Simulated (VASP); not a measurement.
# SnSe (Fm-3m) in VASP: notebook

The runs below take SnSe through single point, with r2SCAN.

Everything below comes from runs of VASP 6.6.1. Logs are shortened: lines on timing, memory, paths and dates and some standing lists are left out, and cuts for length are marked.

## (1) The structure

Symmetry: Fm-3m, No. 225, cubic system. Conventional cell: a = 6.020 Å, b = 6.020 Å, c = 6.020 Å, α = 90.00°, β = 90.00°, γ = 90.00°. Sn (site symmetry m-3m) is surrounded by 6 Se at 3.01 Å. Around Se (site symmetry m-3m) lie 6 Sn at 3.01 Å.

Measurements of this composition are mostly on another form, of space group No. 62.

## (2) Single point, r2SCAN

File INCAR:

```
SYSTEM = SnSe
  ADDGRID = .FALSE.
  ALGO = Normal
  EDIFF = 1E-7
  ENCUT = 400
  ISIF = 2
  ISMEAR = 0
  LASPH = .FALSE.
  LCHARG = .FALSE.
  LMIXTAU = .TRUE.
  LREAL = .FALSE.
  LWAVE = .FALSE.
  METAGGA = R2SCAN
  NBANDS = 17
  NELM = 100
  PREC = Accurate
  SIGMA = 0.05
```

File KPOINTS:

```
k-points
0
G
  6 6 6
  0 0 0
```

File POSCAR:

```
SnSe
1.0
    0.0000000000      3.0100000000      3.0100000000
    3.0100000000      0.0000000000      3.0100000000
    3.0100000000      3.0100000000      0.0000000000
Sn Se
1 1
Direct
    0.0000000000      0.0000000000      0.0000000000
    0.5000000000      0.5000000000      0.5000000000
```

Potentials or basis: VASP PAW PBE potentials, release 64 (Sn_d, Se).

The run is started by

```
cat potpaw_PBE.64/Sn_d/POTCAR potpaw_PBE.64/Se/POTCAR > POTCAR
mpirun -np 1 vasp_std > vasp.out
```

OUTCAR:

```text
SYSTEM = SnSe
   EDIFF = 1E-7
   ENCUT = 400
   ISIF = 2
   ISMEAR = 0
   LASPH = .FALSE.
   LREAL = .FALSE.
   METAGGA = R2SCAN
   NELM = 100
   PREC = Accurate
     LASPH = .TRUE.)

 Found     16 irreducible k-points:

 Following reciprocal coordinates:
            Coordinates               Weight
  0.000000  0.000000  0.000000      1.000000
  0.166667  0.000000  0.000000      8.000000
  0.333333  0.000000  0.000000      8.000000
  0.500000  0.000000  0.000000      4.000000
  0.166667  0.166667  0.000000      6.000000
  0.333333  0.166667  0.000000     24.000000
   k-points           NKPTS =     16   k-points in BZ     NKDIM =     16   number of bands    NBANDS=     17
   number of dos      NEDOS =    301   number of ions     NIONS =      2
   total plane-waves  NPLWV =  21952
   dimension x,y,z NGX =    28 NGY =   28 NGZ =   28
   dimension x,y,z NGXF=    56 NGYF=   56 NGZF=   56
   ions per type =               1   1
   NGX,Y,Z   is equivalent  to a cutoff of  10.94, 10.94, 10.94 a.u.
   NGXF,Y,Z  is equivalent  to a cutoff of  21.87, 21.87, 21.87 a.u.
 SYSTEM =  SnSe
   PREC   = accura    normal or accurate (medium, high low for compatibility)
   ISTART =      0    job   : 0-new  1-cont  2-samecut
   ICHARG =      2    charge: 1-file 2-atom 10-const
   ISPIN  =      1    spin polarized calculation?
   LNONCOLLINEAR =      F non collinear calculations
   LSORBIT =      F    spin-orbit coupling
   LASPH  =      F    aspherical Exc in radial PAW
   ENCUT  =  400.0 eV  29.40 Ry    5.42 a.u.   6.94  6.94  6.94*2*pi/ulx,y,z
   NELM   =    100;   NELMIN=  2; NELMDL= -5     # of ELM steps
   EDIFF  = 0.1E-06   stopping-criterion for ELM
   LREAL  =      F    real-space projection
   EDIFFG = 0.1E-05   stopping-criterion for IOM
   NSW    =      0    number of steps for IOM
   IBRION =     -1    ionic relax: 0-MD 1-quasi-New 2-CG
   NFREE  =      0    steps in history (QN), initial steepest desc. (CG)
   ISIF   =      2    stress and relaxation
   ISYM   =      2    0-nonsym 1-usesym 2-fastsym
   POTIM  = 0.5000    time-step for ionic-motion
   TEBEG  =    0.0;   TEEND  =   0.0 temperature during run
   PSTRESS=    0.0 pullay stress
   NELECT =      20.0000    total number of electrons
   NUPDOWN=      -1.0000    fix difference up-down
   EMIN   =  10.00;   EMAX   =-10.00  energy-range for DOS
   EFERMI =   0.00;   METHOD = LEGACY
   ISMEAR =     0;   SIGMA  =   0.05  broadening in eV -4-tet -1-fermi 0-gaus
   EFERMI_NEDOS =   21; number of points for ismear=-14 and -15
   IALGO  =     38    algorithm
   IMIX   =      4    mixing-type and parameters
     AMIX     =   0.40;   BMIX     =  1.00
     AMIX_MAG =   1.60;   BMIX_MAG =  1.00
  volume/ion in A,a.u.               =      27.27       184.03
  Fermi-wavevector in a.u.,A,eV,Ry     =   1.171768  2.214321 18.681350  1.373040
  Thomas-Fermi vector in A             =   2.308207
   LORBIT       =      0    0 simple, 1 ext, 2 COOP (PROOUT), +10 PAW based schemes
   METAGGA = R2SCAN    functional components
   LHFCALC =     F    Hartree Fock is set to
   AEXX    =    0.0000 exact exchange contribution
   IVDW    =     0    specifies the selected vdW correction
   LEPSILON=     F    determine dielectric tensor
   LRPA    =     F    only Hartree local field effects (RPA)
 non-spin polarized calculation
 Gauss-broadening in eV      SIGMA  =   0.05
  energy-cutoff  :      400.00
  volume of cell :       54.54
 maximum number of plane-waves:      1002
   NGX = 13   NGY = 13   NGZ = 13

 number of electron      19.9999997 magnetization

 Free energy of the ion-electron system (eV)
  ---------------------------------------------------
  ext. energy  EPLUGINS =         0.00000000
  ---------------------------------------------------
  free energy    TOTEN  =       -39.88845593 eV

  energy without entropy =      -39.88845593  energy(sigma->0) =      -39.88845593

 E-fermi :   5.9149     XC(G=0): -10.1969

 val. band max:        5.7012927778   @ k =   0.5000   0.0000   0.0000
 cond. band min:       6.1548062227   @ k =   0.5000   0.0000   0.0000
 fundamental gap:      0.4535134449
 Fermi energy:         5.9148685200

 k-point     1 :       0.0000    0.0000    0.0000
  band No.  band energies     occupation
      1     -16.8475      2.00000
      2     -16.8475      2.00000
      3     -16.8475      2.00000
      4     -16.8463      2.00000
      5     -16.8463      2.00000
      6      -9.0327      2.00000
[... 9 lines left out ...]
     16      11.7446      0.00000
     17      14.0164      0.00000

 k-point     2 :       0.1667    0.0000    0.0000
  band No.  band energies     occupation
      1     -16.8488      2.00000
      2     -16.8488      2.00000
      3     -16.8469      2.00000
      4     -16.8440      2.00000
      5     -16.8439      2.00000
      6      -8.8342      2.00000
[... 9 lines left out ...]
     16      12.3907      0.00000
     17      15.7824      0.00000

 k-point     3 :       0.3333    0.0000    0.0000
  band No.  band energies     occupation
      1     -16.8533      2.00000
      2     -16.8533      2.00000
      3     -16.8456      2.00000
      4     -16.8374      2.00000
      5     -16.8373      2.00000
      6      -8.3598      2.00000
[... 9 lines left out ...]
     16      14.0812      0.00000
     17      17.9775      0.00000

 k-point     4 :       0.5000    0.0000    0.0000
  band No.  band energies     occupation
      1     -16.8555      2.00000
      2     -16.8555      2.00000
      3     -16.8450      2.00000
      4     -16.8341      2.00000
      5     -16.8340      2.00000
      6      -8.0620      2.00000
[... 9 lines left out ...]
     16      16.1955      0.00000
     17      16.1955      0.00000

 k-point     5 :       0.1667    0.1667    0.0000
  band No.  band energies     occupation
      1     -16.8523      2.00000
      2     -16.8492      2.00000
      3     -16.8443      2.00000
      4     -16.8432      2.00000
      5     -16.8432      2.00000
      6      -8.7676      2.00000
[... 9 lines left out ...]
     16      13.4809      0.00000
     17      14.3847      0.00000

 k-point     6 :       0.3333    0.1667    0.0000
  band No.  band energies     occupation
      1     -16.8583      2.00000
      2     -16.8484      2.00000
      3     -16.8468      2.00000
      4     -16.8390      2.00000
      5     -16.8364      2.00000
      6      -8.3808      2.00000
[... 9 lines left out ...]
     16      15.0043      0.00000
     17      16.5949      0.00000

 [... further k-points ...]

------------------------ aborting loop because EDIFF is reached ----------------------------------------

  FORCE on cell =-STRESS in cart. coord.  units (eV):
  Direction    XX          YY          ZZ          XY          YZ          ZX
  --------------------------------------------------------------------------------------
  -------------------------------------------------------------------------------------
  Total       -0.1595837     -0.1595837     -0.1595837      0.0000000      0.0000000     -0.0000000
  in kB       -4.6878058     -4.6878058     -4.6878058      0.0000000      0.0000000     -0.0000000
  external PRESSURE =      -4.6878058 kB  Pullay stress =       0.0000000 kB

 VOLUME and BASIS-vectors are now :
 -----------------------------------------------------------------------------
  energy-cutoff  :      400.00
  volume of cell :       54.54
      direct lattice vectors                 reciprocal lattice vectors
     0.000000000  3.010000000  3.010000000    -0.166112957  0.166112957  0.166112957
     3.010000000  0.000000000  3.010000000     0.166112957 -0.166112957  0.166112957
     3.010000000  3.010000000  0.000000000     0.166112957  0.166112957 -0.166112957

 POSITION                                       TOTAL-FORCE (eV/Angst)
 -----------------------------------------------------------------------------------
      0.00000      0.00000      0.00000         0.000000     -0.000000     -0.000000
      3.01000      3.01000      3.01000        -0.000000      0.000000      0.000000
 -----------------------------------------------------------------------------------
    total drift:                               -0.000000      0.000000      0.000000

  FREE ENERGIE OF THE ION-ELECTRON SYSTEM (eV)
  ---------------------------------------------------
  free  energy   TOTEN  =       -39.8884559326 eV

  energy  without entropy=      -39.8884559326  energy(sigma->0) =      -39.88845593
```

It took 39 s on 1 thread of Intel Xeon Platinum 8488C (Sapphire Rapids), shared host; peak memory 0.16 GiB.

These settings aren't checked as converged: the numbers below hold their error.

What came out:

```
Free energy            : -39.8885 eV
Pressure               : -0.5 GPa
Band gap on the k mesh : 0.45 eV, direct
```

Caveat: the PAW data sets were made with another functional, which shifts forces and pressure a little; spin-orbit coupling is left out, which moves the levels of the heavy elements.

## (3) Single point, r2SCAN

File INCAR:

```
SYSTEM = SnSe
  ADDGRID = .FALSE.
  ALGO = Normal
  EDIFF = 1E-4
  ENCUT = 400
  ISIF = 2
  ISMEAR = 0
  LASPH = .TRUE.
  LCHARG = .FALSE.
  LMIXTAU = .TRUE.
  LREAL = Auto
  LWAVE = .FALSE.
  METAGGA = R2SCAN
  NBANDS = 17
  NELM = 100
  PREC = Normal
  SIGMA = 0.05
```

KPOINTS is that of step 2.

POSCAR is that of step 2.

Potentials or basis: VASP PAW PBE potentials, release 64 (Sn_d, Se).

The run is started by

```
cat potpaw_PBE.64/Sn_d/POTCAR potpaw_PBE.64/Se/POTCAR > POTCAR
mpirun -np 1 vasp_std > vasp.out
```

It took 24 s on 1 thread of Intel Xeon Platinum 8488C (Sapphire Rapids), shared host; peak memory 0.14 GiB.

These settings aren't checked as converged: the numbers below hold their error.

What came out:

```
Free energy            : -39.8895 eV
Pressure               : -0.5 GPa
Band gap on the k mesh : 0.45 eV, direct
```

Caveat: the PAW data sets were made with another functional, which shifts forces and pressure a little; spin-orbit coupling is left out, which moves the levels of the heavy elements.

(Part 1 of 2 ends here.)
